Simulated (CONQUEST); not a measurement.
The system is PbF2.

```xyz
12
Lattice="3.8796 0.0000 0.0000 0.0000 6.4081 0.0000 0.0000 0.0000 7.6638" Properties=species:S:1:pos:R:3 pbc="T T T"
Pb    2.9097    1.5695    4.6438
Pb    0.9699    4.8386    3.0200
Pb    2.9097    4.7735    6.8519
Pb    0.9699    1.6346    0.8119
F     0.9699    5.5059    0.4992
F     2.9097    0.9022    7.1646
F     0.9699    2.3018    3.3327
F     2.9097    4.1063    4.3311
F     2.9097    0.1660    2.6557
F     0.9699    6.2421    5.0081
F     2.9097    3.3700    1.1762
F     0.9699    3.0381    6.4876
```

The cell is a database's computed one.

| Item | Value |
| --- | --- |
| Program | CONQUEST 1.3 |
| Task | single point |
| Functional | PBE |
| Potentials or basis | PseudoDojo NC PBE, DZP, grid cutoff 150 Ha |
| k mesh | 7 × 4 × 4 |
| Occupations | fermi-dirac, width 0.05 eV |
| Spin | no spin polarisation |

On this cell: pressure 3.8 GPa; largest force 0.192 eV/Å; band gap on the k mesh 4.31 eV, indirect (least direct gap 4.52 eV).

The same run follows on a disturbed copy (atoms moved at random, drawn with an rms of 0.05 Å):

```
Pb F
1.0
     3.87964    0.00000    0.00000
     0.00000    6.40810    0.00000
     0.00000    0.00000    7.66379
Pb F
4 8
Direct
  0.74929 0.23709 0.60170
  0.23840 0.75417 0.39241
  0.75049 0.74264 0.89317
  0.24493 0.25408 0.10850
  0.26270 0.86102 0.06489
  0.75183 0.13762 0.93568
  0.25177 0.36620 0.43442
  0.74471 0.64796 0.57221
  0.75275 0.02418 0.35349
  0.25474 0.97899 0.66134
  0.74752 0.52940 0.14933
  0.24936 0.47459 0.84947
```

Problem. What does the disturbed cell give?

Solution. The energy moves by +6.1 meV/atom; pressure 4.1 GPa; largest force 0.879 eV/Å; band gap on the k mesh 4.25 eV, indirect (least direct gap 4.39 eV).

Forces on the atoms (eV/Å):
```
Pb   0.013  0.375  0.794
Pb   0.110 -0.044  0.099
Pb   0.079  0.099 -0.282
Pb   0.081  0.025 -0.254
F   -0.208  0.023  0.276
F   -0.030  0.148 -0.017
F   -0.043 -0.060 -0.134
F   -0.001 -0.104 -0.229
F   -0.035 -0.144 -0.511
F   -0.045 -0.059 -0.114
F    0.048 -0.187  0.478
F    0.031 -0.047 -0.111
```

Stress tensor (GPa, compression positive):
```
 3.78 -0.10 -0.11
-0.10  4.29  0.17
-0.11  0.17  4.25
```

Caveats: spin-orbit coupling is left out, which as a rule narrows the gap of such compounds by several tenths of an eV; an odd mesh through Γ misses points on the zone boundary, where band edges often lie; the basis of atomic orbitals isn't converged, which shifts pressures, moduli and gaps.
